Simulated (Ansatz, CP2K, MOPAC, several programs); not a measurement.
Energy against volume for GaN built on the NiAs prototype, at fixed shape and fractional coordinates, computed by several methods (PBE and r2SCAN, where shown, with plane waves in Ansatz); the cell shown is that of r2SCAN. With free coordinates or axes held, a curve is too stiff, and on another method's shape its minimum isn't the method's own volume. It is hexagonal, P6_3/mmc (No. 194); a = 2.967 Å, c = 5.033 Å in the conventional setting, 9.59 Å³ an atom. Ga has 6 N at 2.13 Å and 2 Ga at 2.52 Å; N has 6 Ga at 2.13 Å. (Calculated; spin-unpolarised; the phase may be known or hypothetical.) Energies count from each curve's lowest point; fits are third-order Birch-Murnaghan.

```yaml
crystal:
  lattice:
    - [2.96720, 0.00000, 0.00000]
    - [-1.48360, 2.56967, 0.00000]
    - [0.00000, 0.00000, 5.03293]
  atoms:
    - { symbol: Ga, position: [0.00000, 0.00000, 0.00000] }
    - { symbol: Ga, position: [0.00000, 0.00000, 0.50000] }
    - { symbol: N, position: [0.33333, 0.66667, 0.25000] }
    - { symbol: N, position: [0.66667, 0.33333, 0.75000] }
```

light PBE (260 eV, its own mesh), on the shape of the cell shown:

| V (Å³/atom) | E (meV/atom) |
| --- | --- |
| 8.826 | 86.75 |
| 9.210 | 53.81 |
| 9.594 | 0.00 |
| 9.977 | 10.58 |
| 10.361 | 34.07 |
| 10.745 | 58.98 |

The points scatter about a smooth fit, as a low cutoff and a light mesh can make them, so no fit is quoted.

r2SCAN, on the shape of its own relaxed cell:
```
V (Å³/atom)  E (meV/atom)
      9.018         28.00
      9.306          6.58
      9.594          0.00
      9.882          5.97
     10.169         22.56
```
V₀ = 9.59 Å³ an atom and B₀ = 232 GPa.

PM7 (MOPAC), on the shape of the cell shown, as a cluster of 128 atoms at the zone centre:
```
V (Å³/atom)  E (meV/atom)
      8.442        485.79
      9.018        179.87
      9.594         28.84
     10.169          0.00
     10.745         57.82
```
This method closes the gap of a crystal that DFT finds insulating, so its curve rests on a wrong state.
The points scatter about a smooth fit, so no fit is quoted.

PBE/SZV (CP2K), on the shape of the cell shown:
```csv
V (Å³/atom),E (meV/atom)
8.442,378.07
9.018,182.63
9.594,68.91
10.169,11.84
10.745,0.00
```
The lowest point is an end point, so the minimum isn't bracketed.

PBE/DZVP (CP2K), on the shape of the cell shown:
```
V (Å³/atom)  E (meV/atom)
      8.442        230.91
      9.018         87.38
      9.594         18.11
     10.169          0.00
     10.745         23.82
```
The points scatter about a smooth fit, so no fit is quoted.

The runs are scalar-relativistic, without spin-orbit coupling.
